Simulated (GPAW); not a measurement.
The system is AlCo.

```
Co Al
1.0
     2.81940    0.00000    0.00000
     0.00000    2.81940    0.00000
     0.00000    0.00000    2.81940
Co Al
1 1
Direct
  0.50000 0.50000 0.50000
  0.00000 0.00000 0.00000
```

The cell is a database's computed one.

Base run:

```yaml
Program: GPAW 26.7.0
Functional: PBEsol
Potentials_or_basis: PAW data sets generated in the run's folder for this functional
Cutoff: 600 eV
Basis: pw
k_mesh: 9 × 9 × 9
Occupations: fermi-dirac, width 0.05 eV
Spin: collinear spin, ferromagnetic start
Starting_moments: "[2.0, 0.0] μB"
Hubbard_terms: Co d U = 8 eV
```

Its results: pressure 32.7 GPa; net moment 1.59 μB per cell; site moments Co +1.73; Al -0.07 μB.

Question: The run is repeated on the same cell with these changes: hubbard terms from Co d U = 8 eV to Co d U = 6 eV. What comes out?

Answer: Pressure 25.8 GPa; net moment 1.41 μB per cell; site moments Co +1.58; Al -0.07 μB.

Caveats: the U is typed as a test and isn't derived for this compound; a pressure of tens of GPa on the cell as given is suspect, and the run, the potentials or the cell itself is likely at fault (some runs).
